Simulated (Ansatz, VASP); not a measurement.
**Cu3Au (Auricupride) in VASP and in Ansatz**

The input INCAR:

```
SYSTEM = Cu3Au
PREC = Accurate ; ENCUT = 520
EDIFF = 1E-6 ; ISMEAR = -1
SIGMA = 0.05 ; LREAL = .False.
LASPH = .True. ; NELM = 80
ALGO = Normal ; ISIF = 2
LWAVE = .False. ; LCHARG = .False.
MAGMOM = 0 0 0 0 0 0 0 0 0 0 0 0 ; LORBIT = 11
LSORBIT = .True. ; GGA_COMPAT = .False.
LMAXMIX = 4 ; METAGGA = R2SCAN
LMIXTAU = .True.
```

The input KPOINTS:

```
regular mesh
0
Gamma
  5 5 5
  0 0 0
```

POSCAR

```
Cu3Au
1.0
    3.7400000000      0.0000000000      0.0000000000
    0.0000000000      3.7400000000      0.0000000000
    0.0000000000      0.0000000000      3.7400000000
Au Cu
1 3
Direct
    0.0000000000      0.0000000000      0.0000000000
    0.5000000000      0.5000000000      0.0000000000
    0.5000000000      0.0000000000      0.5000000000
    0.0000000000      0.5000000000      0.5000000000
```

File KPOINTS_OPT:

```
path GXMGRX,MR
10
line-mode
reciprocal
 0.0000000000  0.0000000000  0.0000000000  G
 0.0000000000  0.5000000000  0.0000000000  X

 0.0000000000  0.5000000000  0.0000000000  X
 0.5000000000  0.5000000000  0.0000000000  M

 0.5000000000  0.5000000000  0.0000000000  M
 0.0000000000  0.0000000000  0.0000000000  G

 0.0000000000  0.0000000000  0.0000000000  G
 0.5000000000  0.5000000000  0.5000000000  R

 0.5000000000  0.5000000000  0.5000000000  R
 0.0000000000  0.5000000000  0.0000000000  X

 0.5000000000  0.5000000000  0.0000000000  M
 0.5000000000  0.5000000000  0.5000000000  R
```

input.yaml

```yaml
crystal:
  lattice:
    - [3.74, 0.0, 0.0]
    - [0.0, 3.74, 0.0]
    - [0.0, 0.0, 3.74]
  atoms:
    - { symbol: Au, position: [0.0, 0.0, 0.0] }
    - { symbol: Cu, position: [0.5, 0.5, 0.0] }
    - { symbol: Cu, position: [0.5, 0.0, 0.5] }
    - { symbol: Cu, position: [0.0, 0.5, 0.5] }
hamiltonian:
  xc: r2scan
  pseudopotentials: { kind: paw_fr }
magnetization:
  noncollinear: true
  spin_orbit: true
kpoints:
  mp_grid: { grid: [5, 5, 5] }
  band_path:
    path:
      - [[0.0, 0.0, 0.0], [0.0, 0.5, 0.0], [0.5, 0.5, 0.0], [0.0, 0.0, 0.0], [0.5, 0.5, 0.5], [0.0, 0.5, 0.0]]
      - [[0.5, 0.5, 0.0], [0.5, 0.5, 0.5]]
    npoints: 14
scf:
  occupations: { method: fermi_dirac, width: 0.05 }
  n_extra_bands: 10
output:
  forces: true
  stress: true
  eigenvalues: true
  fatbands: true
  write_density: true
  write_potential: true
  elf: true
  volumetric_format: npy
```

Alike in both runs: task band structure; functional r2SCAN; k mesh 5 × 5 × 5; occupations fermi-dirac, width 0.05 eV; spin-orbit coupling, no magnetisation.

```csv
,VASP,Ansatz
version,VASP 6.6.1,Ansatz 0.2.0
potentials or method,"VASP PAW PBE potentials, release 64 (Au, Cu)",Ansatz PAW
plane-wave cutoff (eV),520,500
valence electrons in the cell,44,76
```

Ansatz gave:

```
gap on the k mesh at the Fermi level (eV) : none
pressure (GPa)                            : -1.1
```

**Question.** Estimate VASP's values.

**Answer.** gap on the k mesh at the Fermi level (eV): none; pressure (GPa): -0.3.

A gap of «none» marks a metal or a gap that the smearing closes. The two sets of potentials don't hold the same shells in valence.

Caveats: the PAW data sets were made with another functional, which shifts forces and pressure a little (VASP); the PAW data sets come from PBE, with cores solved anew for the run's functional, which leaves a small shift of forces and pressure (Ansatz).
